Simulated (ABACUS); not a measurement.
Crystal: WS2.

```
W S
1.0
     1.57900    0.91164    6.16333
    -1.57900    0.91164    6.16333
     0.00000   -1.82327    6.16333
W S
1 2
Direct
  0.00000 0.00000 0.00000
  0.58100 0.58100 0.58100
  0.75030 0.75030 0.75030
```

Measurements of this composition are mostly on another form, of space group No. 194.

| Item | Value |
| --- | --- |
| Program | ABACUS 3.10.1 |
| Task | single point |
| Functional | PBE |
| Potentials or basis | PseudoDojo NC SR 0.4.1 PBE standard |
| Cutoff | 1361 eV |
| Density cutoff | 5442 eV |
| Basis | DZP LCAO (the cutoffs set its grid) |
| k mesh | 10 × 10 × 10 |
| Occupations | fermi-dirac, width 0.05 eV |
| Spin | no spin polarisation |

On this cell: pressure 6.7 GPa; largest force 0.802 eV/Å; band gap on the k mesh 1.06 eV, indirect (least direct gap 2.23 eV).

The same run follows on a disturbed copy (atoms moved at random, drawn with an rms of 0.05 Å):

```
W S
1.0
     1.57900    0.91164    6.16333
    -1.57900    0.91164    6.16333
     0.00000   -1.82327    6.16333
W S
1 2
Direct
  0.98702 0.01091 0.00837
  0.58570 0.58146 0.57252
  0.74750 0.73998 0.77082
```

Q: What does the disturbed cell give?

A: The energy moves by +18.0 meV/atom; pressure 3.6 GPa; largest force 1.762 eV/Å; band gap on the k mesh 0.97 eV, indirect (least direct gap 2.05 eV).

Forces on the atoms (eV/Å):
```
W    1.006 -0.016 -1.446
S   -0.400 -0.344  0.856
S   -0.607  0.360  0.590
```

Stress tensor (GPa, compression positive):
```
 4.57 -1.06 -0.84
-1.06  4.30  3.20
-0.84  3.20  2.00
```

Caveats: the atomic orbitals were generated for these runs and aren't a published set; spin-orbit coupling is left out, which moves the levels of the heavy elements; the basis of atomic orbitals isn't converged, which shifts pressures, moduli and gaps.

A k mesh can miss the band edges.
